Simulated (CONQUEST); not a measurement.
PbS (Galena):

```
CELL_PARAMETERS angstrom
4.19420 0.00000 0.00000
0.00000 4.19420 0.00000
0.00000 0.00000 5.93150
ATOMIC_POSITIONS crystal
Pb 0.00000 0.00000 0.00000
Pb 0.50000 0.50000 0.50000
S 0.00000 0.00000 0.50000
S 0.50000 0.50000 0.00000
```

Base run:

```yaml
Program: CONQUEST 1.3
Functional: PBE
Potentials_or_basis: PseudoDojo NC PBE, DZP, grid cutoff 120 Ha
k_mesh: 6 × 6 × 5
Occupations: fermi-dirac, width 0.05 eV
Spin: no spin polarisation
```

Its results: pressure 2.8 GPa.

The run is repeated on the same cell with these changes: potentials or basis from PseudoDojo NC PBE, DZP, grid cutoff 120 Ha to PseudoDojo NC PBE, DZ, grid cutoff 120 Ha. What comes out?

Pressure 4.6 GPa.

Caveats: the basis of atomic orbitals isn't converged, which shifts pressures, moduli and gaps; the box holds several primitive cells, so bands are folded and the points are those of the box's own zone (some runs); the atomic basis is small (some runs).
